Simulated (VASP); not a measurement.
# BeSe (F-43m) in VASP: notebook

One crystal, BeSe, is run at these levels: PBEsol; tasks: single point, relaxation of cell and atoms.

All numbers are computed with VASP 6.6.1; they aren't measurements. Logs are shortened: lines on timing, memory, paths and dates and some standing lists are left out, and cuts for length are marked.

### 1 The structure

Symmetry: F-43m, No. 216, cubic system. The conventional cell has a = 5.129 Å, b = 5.129 Å, c = 5.129 Å, α = 90.00°, β = 90.00°, γ = 90.00°. Be (site symmetry -43m) has 4 Se at 2.22 Å as nearest neighbours. Around Se (site symmetry -43m) lie 4 Be at 2.22 Å.

The cell comes from a database or a generator and needn't be the stable form of this composition.

### 2 Single point, PBEsol

The input, INCAR:

```
SYSTEM = BeSe
ALGO = Normal
EDIFF = 1E-6
ENCUT = 520
GGA = PS
ISIF = 2
ISMEAR = 0
LASPH = .True.
LCHARG = .True.
LELF = .True.
LREAL = .False.
LVHAR = .True.
LWAVE = .False.
NBANDS = 11
NELM = 100
PREC = Accurate
SIGMA = 0.02
```

The input, KPOINTS:

```
k-points
0
Gamma
  8 8 8
  0 0 0
```

The input, POSCAR:

```
BeSe
1.0
    0.0000000000      2.5643587631      2.5643587631
    2.5643587631      0.0000000000      2.5643587631
    2.5643587631      2.5643587631      0.0000000000
Be Se
1 1
Direct
    0.0000000000      0.0000000000      0.0000000000
    0.2500000000      0.2500000000      0.2500000000
```

Potentials or basis: VASP PAW PBE potentials, release 64 (Be, Se).

Command:

```
$ cat potpaw_PBE.64/Be/POTCAR potpaw_PBE.64/Se/POTCAR > POTCAR
$ mpirun -np 1 vasp_std > vasp.out
```

OUTCAR:

```text
SYSTEM = BeSe
   EDIFF = 1E-6
   ENCUT = 520
   GGA = PS
   ISIF = 2
   ISMEAR = 0
   LASPH = .True.
   LREAL = .False.
   NELM = 100
   PREC = Accurate

 ion  position               nearest neighbor table
   1  0.000  0.000  0.000-   2 2.22   2 2.22   2 2.22   2 2.22
   2  0.250  0.250  0.250-   1 2.22   1 2.22   1 2.22   1 2.22

  LATTYP: Found a face centered cubic cell.
 ALAT       =     5.1287175262

  Lattice vectors:

 A1 = (   0.0000000000,   2.5643587631,   2.5643587631)
 A2 = (   2.5643587631,   0.0000000000,   2.5643587631)
 A3 = (   2.5643587631,   2.5643587631,   0.0000000000)

Analysis of symmetry for initial positions (statically):
=====================================================================
 Subroutine PRICEL returns:
 Original cell was already a primitive cell.

 Routine SETGRP: Setting up the symmetry group for a
 face centered cubic supercell.

 Subroutine GETGRP returns: Found 24 space group operations
 (whereof 24 operations were pure point group operations)
 out of a pool of 48 trial point group operations.

The static configuration has the point symmetry T_d .

Analysis of symmetry for dynamics (positions and initial velocities):
=====================================================================
 Subroutine PRICEL returns:
 Original cell was already a primitive cell.

 Routine SETGRP: Setting up the symmetry group for a
 face centered cubic supercell.

 Subroutine GETGRP returns: Found 24 space group operations
 (whereof 24 operations were pure point group operations)
 out of a pool of 48 trial point group operations.

The dynamic configuration has the point symmetry T_d .

 Subroutine INISYM returns: Found 24 space group operations
 (whereof 24 operations are pure point group operations),
 and found     1 'primitive' translations

----------------------------------------------------------------------------------------

                                     Primitive cell

  volume of cell :      33.7261

  direct lattice vectors                    reciprocal lattice vectors
     0.000000000  2.564358763  2.564358763    -0.194980518  0.194980518  0.194980518
     2.564358763  0.000000000  2.564358763     0.194980518 -0.194980518  0.194980518
     2.564358763  2.564358763  0.000000000     0.194980518  0.194980518 -0.194980518

  length of vectors
     3.626550942  3.626550942  3.626550942     0.337716164  0.337716164  0.337716164

  position of ions in fractional coordinates (direct lattice)
     0.000000000  0.000000000  0.000000000
     0.250000000  0.250000000  0.250000000

  ion indices of the primitive-cell ions
   primitive index   ion index
                 1           1
                 2           2

----------------------------------------------------------------------------------------

 KPOINTS: k-points

Automatic generation of k-mesh.
 Grid dimensions read from file:
 generate k-points for:    8    8    8

 Generating k-lattice:

  Cartesian coordinates                     Fractional coordinates (reciprocal lattice)
    -0.024372565  0.024372565  0.024372565     0.125000000  0.000000000  0.000000000
     0.024372565 -0.024372565  0.024372565     0.000000000  0.125000000  0.000000000
     0.024372565  0.024372565 -0.024372565     0.000000000  0.000000000  0.125000000

  Length of vectors
     0.042214520  0.042214520  0.042214520

  Shift w.r.t. Gamma in fractional coordinates (k-lattice)
     0.000000000  0.000000000  0.000000000

 Subroutine IBZKPT returns following result:
 ===========================================

 Found     29 irreducible k-points:

 Following reciprocal coordinates:
            Coordinates               Weight
  0.000000  0.000000  0.000000      1.000000
  0.125000  0.000000  0.000000      8.000000
  0.250000  0.000000  0.000000      8.000000
  0.375000  0.000000  0.000000      8.000000
  0.500000  0.000000  0.000000      4.000000
  0.125000  0.125000  0.000000      6.000000
[... 16 lines left out ...]
  0.500000  0.250000  0.125000     48.000000
 -0.375000  0.250000  0.125000     24.000000
 [... further k-points ...]
   k-points           NKPTS =     29   k-points in BZ     NKDIM =     29   number of bands    NBANDS=     11
   number of dos      NEDOS =    301   number of ions     NIONS =      2
   total plane-waves  NPLWV =  21952
   dimension x,y,z NGX =    28 NGY =   28 NGZ =   28
   dimension x,y,z NGXF=    56 NGYF=   56 NGZF=   56
   ions per type =               1   1
   NGX,Y,Z   is equivalent  to a cutoff of  12.84, 12.84, 12.84 a.u.
   NGXF,Y,Z  is equivalent  to a cutoff of  25.67, 25.67, 25.67 a.u.
 SYSTEM =  BeSe
   PREC   = accura    normal or accurate (medium, high low for compatibility)
   ISTART =      0    job   : 0-new  1-cont  2-samecut
   ICHARG =      2    charge: 1-file 2-atom 10-const
   ISPIN  =      1    spin polarized calculation?
   LNONCOLLINEAR =      F non collinear calculations
   LSORBIT =      F    spin-orbit coupling
   LASPH  =      T    aspherical Exc in radial PAW
   ENCUT  =  520.0 eV  38.22 Ry    6.18 a.u.   6.74  6.74  6.74*2*pi/ulx,y,z
   NELM   =    100;   NELMIN=  2; NELMDL= -5     # of ELM steps
   EDIFF  = 0.1E-05   stopping-criterion for ELM
   LREAL  =      F    real-space projection
   EDIFFG = 0.1E-04   stopping-criterion for IOM
   NSW    =      0    number of steps for IOM
   IBRION =     -1    ionic relax: 0-MD 1-quasi-New 2-CG
   NFREE  =      0    steps in history (QN), initial steepest desc. (CG)
   ISIF   =      2    stress and relaxation
   ISYM   =      2    0-nonsym 1-usesym 2-fastsym
   POTIM  = 0.5000    time-step for ionic-motion
   TEBEG  =    0.0;   TEEND  =   0.0 temperature during run
   PSTRESS=    0.0 pullay stress
   NELECT =       8.0000    total number of electrons
   NUPDOWN=      -1.0000    fix difference up-down
   EMIN   =  10.00;   EMAX   =-10.00  energy-range for DOS
   EFERMI =   0.00;   METHOD = LEGACY
   ISMEAR =     0;   SIGMA  =   0.02  broadening in eV -4-tet -1-fermi 0-gaus
   EFERMI_NEDOS =   21; number of points for ismear=-14 and -15
   IALGO  =     38    algorithm
   IMIX   =      4    mixing-type and parameters
     AMIX     =   0.40;   BMIX     =  1.00
     AMIX_MAG =   1.60;   BMIX_MAG =  1.00
  volume/ion in A,a.u.               =      16.86       113.80
  Fermi-wavevector in a.u.,A,eV,Ry     =   1.013404  1.915056 13.973022  1.026988
  Thomas-Fermi vector in A             =   2.146571
   LORBIT       =      0    0 simple, 1 ext, 2 COOP (PROOUT), +10 PAW based schemes
   GGA     = PS    functional components
   LHFCALC =     F    Hartree Fock is set to
   AEXX    =    0.0000 exact exchange contribution
   IVDW    =     0    specifies the selected vdW correction
   LEPSILON=     F    determine dielectric tensor
   LRPA    =     F    only Hartree local field effects (RPA)
 non-spin polarized calculation
 Gauss-broadening in eV      SIGMA  =   0.02
  energy-cutoff  :      520.00
  volume of cell :       33.73
 maximum number of plane-waves:       934
   NGX = 13   NGY = 13   NGZ = 13

 number of electron       8.0000000 magnetization

 Free energy of the ion-electron system (eV)
  ---------------------------------------------------
  ext. energy  EPLUGINS =         0.00000000
  ---------------------------------------------------
  free energy    TOTEN  =        -9.44949739 eV

  energy without entropy =       -9.44949739  energy(sigma->0) =       -9.44949739

 E-fermi :   3.4934     XC(G=0):  -9.6248

 val. band max:        3.3683717138   @ k =   0.0000   0.0000   0.0000
 cond. band min:       5.8185987122   @ k =   0.5000   0.5000   0.0000
 fundamental gap:      2.4502269984
 Fermi energy:         3.4934119628

 k-point     1 :       0.0000    0.0000    0.0000
  band No.  band energies     occupation
      1     -10.5205      2.00000
      2       3.3684      2.00000
      3       3.3684      2.00000
      4       3.3684      2.00000
      5       7.6566      0.00000
      6       8.3431      0.00000
      7       8.3431      0.00000
      8       8.3431      0.00000
      9      15.3031      0.00000
     10      15.8842      0.00000
     11      15.8842      0.00000

 k-point     2 :       0.1250    0.0000    0.0000
  band No.  band energies     occupation
      1     -10.3641      2.00000
      2       2.0239      2.00000
      3       3.1527      2.00000
      4       3.1527      2.00000
      5       7.8726      0.00000
      6       8.6976      0.00000
      7       8.6976      0.00000
      8       9.4939      0.00000
      9      14.9009      0.00000
     10      14.9009      0.00000
     11      15.4494      0.00000

 k-point     3 :       0.2500    0.0000    0.0000
  band No.  band energies     occupation
      1      -9.9376      2.00000
      2      -0.1028      2.00000
      3       2.7309      2.00000
      4       2.7309      2.00000
      5       7.7962      0.00000
      6       9.2429      0.00000
      7       9.2429      0.00000
      8      11.6770      0.00000
      9      14.5758      0.00000
     10      14.5758      0.00000
     11      15.2779      0.00000

 k-point     4 :       0.3750    0.0000    0.0000
  band No.  band energies     occupation
      1      -9.4094      2.00000
      2      -1.7838      2.00000
      3       2.3960      2.00000
      4       2.3960      2.00000
      5       7.6971      0.00000
      6       9.3382      0.00000
      7       9.3382      0.00000
      8      13.0109      0.00000
      9      15.6870      0.00000
     10      15.8673      0.00000
     11      15.8673      0.00000
[... 239 lines left out ...]
 k-point    22 :       0.3750    0.2500    0.1250
  band No.  band energies     occupation
      1      -9.5916      2.00000
      2      -0.3575      2.00000
      3       1.1304      2.00000
      4       2.1755      2.00000
      5       8.0922      0.00000
      6       9.6899      0.00000
      7      10.1058      0.00000
      8      11.2003      0.00000
      9      14.1752      0.00000
     10      16.5871      0.00000
     11      17.4867      0.00000

 k-point    23 :       0.5000    0.2500    0.1250
  band No.  band energies     occupation
      1      -9.1313      2.00000
      2      -1.4408      2.00000
      3       0.5680      2.00000
      4       1.6991      2.00000
      5       8.5707      0.00000
      6       9.3687      0.00000
      7      10.9043      0.00000
      8      11.8831      0.00000
      9      15.2664      0.00000
     10      16.1791      0.00000
     11      18.6414      0.00000

 k-point    24 :      -0.3750    0.2500    0.1250
  band No.  band energies     occupation
      1      -8.9066      2.00000
      2      -1.9426      2.00000
      3       0.4573      2.00000
      4       1.4575      2.00000
      5       8.7567      0.00000
      6       9.0314      0.00000
      7      11.7024      0.00000
      8      13.0177      0.00000
      9      13.6790      0.00000
     10      17.8965      0.00000
     11      17.9905      0.00000

 [... further k-points ...]
[... 5 lines left out ...]
  --------------------------------------------------------------------------------------
  -------------------------------------------------------------------------------------
  Total        0.0687672      0.0687672      0.0687672      0.0000000     -0.0000000      0.0000000
  in kB        3.2668231      3.2668231      3.2668231      0.0000000     -0.0000000      0.0000000
  external PRESSURE =       3.2668231 kB  Pullay stress =       0.0000000 kB

 VOLUME and BASIS-vectors are now :
 -----------------------------------------------------------------------------
  energy-cutoff  :      520.00
  volume of cell :       33.73
      direct lattice vectors                 reciprocal lattice vectors
     0.000000000  2.564358763  2.564358763    -0.194980518  0.194980518  0.194980518
     2.564358763  0.000000000  2.564358763     0.194980518 -0.194980518  0.194980518
     2.564358763  2.564358763  0.000000000     0.194980518  0.194980518 -0.194980518

 POSITION                                       TOTAL-FORCE (eV/Angst)
 -----------------------------------------------------------------------------------
      0.00000      0.00000      0.00000        -0.000000     -0.000000      0.000000
      1.28218      1.28218      1.28218         0.000000      0.000000     -0.000000
 -----------------------------------------------------------------------------------
    total drift:                                0.000000      0.000000      0.000000

  FREE ENERGIE OF THE ION-ELECTRON SYSTEM (eV)
  ---------------------------------------------------
  free  energy   TOTEN  =        -9.4494973941 eV

  energy  without entropy=       -9.4494973941  energy(sigma->0) =       -9.44949739
```

It took 4.9 s on 1 thread of Intel Xeon 6975P-C (Granite Rapids), shared host; peak memory 0.15 GiB.

Results:

```
Free energy            : -9.4495 eV
Pressure               : 0.3 GPa
Band gap on the k mesh : 2.45 eV, indirect (least direct gap 4.29 eV)
```

Caveat: the PAW data sets were made with another functional, which shifts forces and pressure a little. A k mesh can miss the band edges.

### 3 Relaxation of cell and atoms, PBEsol

This run uses another cell than the first one, of 17.25 Å³/atom, 1.023 times its volume.

The input, INCAR:

```
ALGO = Normal
EDIFF = 1E-6
EDIFFG = -0.005
ENCUT = 600
GGA = PS
IBRION = 2
ISIF = 3
ISMEAR = 0
LASPH = T
LCHARG = F
LREAL = F
LWAVE = F
NELM = 100
NSW = 100
PREC = Accurate
SIGMA = 0.02
```

The input, KPOINTS:

```
k-points
0
Gamma
  8 8 8
```

The input, POSCAR:

```
BeSe
1.0
    0.0000000000      2.5839687382      2.5839687382
    2.5839687382      0.0000000000      2.5839687382
    2.5839687382      2.5839687382      0.0000000000
Be Se
1 1
Direct
    0.0000000000      0.0000000000      0.0000000000
    0.2500000000      0.2500000000      0.2500000000
```

Potentials or basis: VASP PAW PBE potentials, release 64 (Be, Se).

Command:

```
$ cat potpaw_PBE.64/Be/POTCAR potpaw_PBE.64/Se/POTCAR > POTCAR
$ mpirun -np 1 vasp_std > vasp.out
```

OUTCAR:

```text
EDIFF = 1E-6
   EDIFFG = -0.005
   ENCUT = 600
   GGA = PS
   IBRION = 2
   ISIF = 3
   ISMEAR = 0
   LASPH = T
   LREAL = F
   NELM = 100
   NSW = 100
   PREC = Accurate

 ion  position               nearest neighbor table
   1  0.000  0.000  0.000-   2 2.24   2 2.24   2 2.24   2 2.24
   2  0.250  0.250  0.250-   1 2.24   1 2.24   1 2.24   1 2.24

  LATTYP: Found a face centered cubic cell.
 ALAT       =     5.1679374764

  Lattice vectors:

 A1 = (   0.0000000000,   2.5839687382,   2.5839687382)
 A2 = (   2.5839687382,   0.0000000000,   2.5839687382)
 A3 = (   2.5839687382,   2.5839687382,   0.0000000000)

Analysis of symmetry for initial positions (statically):
=====================================================================
 Subroutine PRICEL returns:
 Original cell was already a primitive cell.

 Routine SETGRP: Setting up the symmetry group for a
 face centered cubic supercell.

 Subroutine GETGRP returns: Found 24 space group operations
 (whereof 24 operations were pure point group operations)
 out of a pool of 48 trial point group operations.

The static configuration has the point symmetry T_d .

Analysis of symmetry for dynamics (positions and initial velocities):
=====================================================================
 Subroutine PRICEL returns:
 Original cell was already a primitive cell.

[... 147 lines left out ...]
--------------------------------------- Ionic step        1  -------------------------------------------

 number of electron       8.0000001 magnetization

 Free energy of the ion-electron system (eV)
  ---------------------------------------------------
  ext. energy  EPLUGINS =         0.00000000
  ---------------------------------------------------
  free energy    TOTEN  =        -9.44668003 eV

  energy without entropy =       -9.44668003  energy(sigma->0) =       -9.44668003

 E-fermi :   3.2889     XC(G=0):  -9.5322

 val. band max:        3.1529405571   @ k =   0.0000   0.0000   0.0000
 cond. band min:       5.6537830662   @ k =   0.5000   0.5000   0.0000
 fundamental gap:      2.5008425090
 Fermi energy:         3.2888774325

 k-point     1 :       0.0000    0.0000    0.0000
  band No.  band energies     occupation
      1     -10.5878      2.00000
      2       3.1529      2.00000
      3       3.1529      2.00000
      4       3.1529      2.00000
      5       7.2763      0.00000
      6       8.1316      0.00000
      7       8.1316      0.00000
      8       8.1316      0.00000
[... 324 lines left out ...]
--------------------------------------- Ionic step        3  -------------------------------------------

 number of electron       8.0000000 magnetization

 Free energy of the ion-electron system (eV)
  ---------------------------------------------------
  ext. energy  EPLUGINS =         0.00000000
  ---------------------------------------------------
  free energy    TOTEN  =        -9.44968896 eV

  energy without entropy =       -9.44968896  energy(sigma->0) =       -9.44968896

 E-fermi :   3.4147     XC(G=0):  -9.6082

 val. band max:        3.3322664846   @ k =   0.0000   0.0000   0.0000
 cond. band min:       5.7917721434   @ k =   0.5000   0.5000   0.0000
 fundamental gap:      2.4595056589
 Fermi energy:         3.4146592928

 k-point     1 :       0.0000    0.0000    0.0000
  band No.  band energies     occupation
      1     -10.5312      2.00000
      2       3.3323      2.00000
      3       3.3323      2.00000
      4       3.3323      2.00000
      5       7.5931      0.00000
      6       8.3074      0.00000
      7       8.3074      0.00000
      8       8.3074      0.00000
[... 282 lines left out ...]
  FREE ENERGIE OF THE ION-ELECTRON SYSTEM (eV)
  ---------------------------------------------------
  free  energy   TOTEN  =        -9.4496889615 eV

  energy  without entropy=       -9.4496889615  energy(sigma->0) =       -9.44968896

 reached required accuracy - stopping structural energy minimisation
```

CONTCAR:

```text
BeSe
   1.00000000000000
     0.0000000000000000    2.5676672220917238    2.5676672220917238
     2.5676672220917238    0.0000000000000000    2.5676672220917238
     2.5676672220917238    2.5676672220917238   -0.0000000000000000
  Be              Se
     1     1
Direct
     0.0000000000000000    0.0000000000000000    0.0000000000000000
     0.2500000000000000    0.2500000000000000    0.2500000000000000

  0.00000000E+00  0.00000000E+00  0.00000000E+00
  0.00000000E+00  0.00000000E+00  0.00000000E+00
```

Run time: 10 s. Hardware: 1 thread of Intel Xeon 6975P-C (Granite Rapids), shared host; peak memory 0.17 GiB.

What came out:

```
Free energy                            : -9.4497 eV
Relaxed volume                         : 16.93 Å³/atom
Relaxed cell                           : a = 3.631 Å, b = 3.631 Å, c = 3.631 Å, α = 60.00°, β = 60.00°, γ = 60.00°
Space group after relaxing (to 0.05 Å) : F-43m (No. 216)
Energy gained by relaxing              : 1.5 meV/atom
Ionic steps                            : 3
Pressure after relaxing                : 0.0 GPa
Band gap on the k mesh                 : 2.46 eV, indirect (least direct gap 4.26 eV)
```

Step by step:
| step | energy change (eV) | largest force (eV/Å) | pressure (GPa) | volume (Å³) |
| --- | --- | --- | --- | --- |
| 1 | 0.0000 | 0.0000 | -1.45 | 34.51 |
| 2 | -0.0029 | 0.0000 | 0.31 | 33.73 |
| 3 | -0.0030 | 0.0000 | -0.01 | 33.86 |

Final structure:
```cif
data_structure
_symmetry_space_group_name_H-M 'P 1'
_symmetry_Int_Tables_number 1
_cell_length_a 3.6312
_cell_length_b 3.6312
_cell_length_c 3.6312
_cell_angle_alpha 60.000
_cell_angle_beta 60.000
_cell_angle_gamma 60.000
_cell_volume 33.86
loop_
_atom_site_label
_atom_site_type_symbol
_atom_site_fract_x
_atom_site_fract_y
_atom_site_fract_z
_atom_site_occupancy
Be1 Be 0.00000 0.00000 0.00000 1
Se1 Se 0.25000 0.25000 0.25000 1
```

Caveat: the PAW data sets were made with another functional, which shifts forces and pressure a little. A k mesh can miss the band edges.

(Continued in part 2 of 2.)
